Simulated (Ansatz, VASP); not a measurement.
**One calculation of NaF, two programs**

```
Na F
1.0
     0.00000    2.27587    2.27587
     2.27587    0.00000    2.27587
     2.27587    2.27587    0.00000
Na F
1 1
Cartesian
  0.0000 0.0000 0.0000
  2.2759 2.2759 2.2759
```

Change from the starting cell: volume scaled by 0.94, PAW files.

Alike in both runs: task electric field gradients; functional LDA; k mesh 10 × 10 × 10; occupations fermi-dirac, width 0.02 eV; no spin polarisation.

```csv
,VASP,Ansatz
version,VASP 6.6.1,Ansatz 0.2.0
potentials or method,"VASP PAW LDA potentials, release 64 (Na_pv, F)","PAW with Ansatz's default frozen-core files, scalar-relativistic"
plane-wave cutoff (eV),520,420
valence electrons in the cell,14,16
```

Ansatz gave:

```
gap on the k mesh at the Fermi level (eV)                      : 6.27
pressure (GPa)                                                 : -1.8
Vzz of the field gradient on the site that differs most (V/Å²) : 0.0
```

Problem. What did VASP give for the same quantities?

Solution. gap on the k mesh at the Fermi level (eV): 6.25; pressure (GPa): -1.9; Vzz of the field gradient on the site that differs most (V/Å²): 0.0.

The two sets of potentials don't hold the same shells in valence.

A k mesh can miss the band edges.
